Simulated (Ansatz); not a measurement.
This MgO structure is the end of a relaxation. It was relaxed at this level from a Materials Project cell.

These are results of Ansatz, DFT PBE, scalar-relativistic, plane waves, PAW, not measurements. Cutoff 420 eV, Γ-centred mesh, Gaussian smearing, no spin polarisation.

```xyz
4
Lattice="3.5207 0.0000 0.0000 -1.7604 3.0490 0.0000 0.0000 0.0000 4.2374" Properties=species:S:1:pos:R:3 pbc="T T T"
Mg    1.7604    1.0163    3.1781
Mg    0.0000    2.0327    1.0594
O     1.7604    1.0163    1.0594
O     0.0000    2.0327    3.1781
```

The zero of energy is the elements' standard structures at the same level (O₂ as a molecule); no fitted shifts are applied.

Problem. What space group does it have?

Solution. P6_3/mmc (No. 194). Conventional cell: a = 3.521 Å, c = 4.237 Å. Mg is surrounded by 5 O at 2.03–2.12 Å; around O lie 5 Mg at 2.03–2.12 Å.

Problem. How far does it lie from the elements in energy?

Solution. −2.650 eV/atom. It lies below the elements, which doesn't yet make it stable against other compounds or structures.

Problem. Is it a metal?

Solution. No, the gap on the 6×6×6 mesh is 3.28 eV.

The last run used a 6×6×6 mesh for its 4-atom cell and Gaussian smearing of 0.02 eV. Kohn–Sham gaps at this level usually fall short of measured ones. A later test with randomly moved atoms came back to the same energy, though modes that don't fit the test's cell weren't probed.
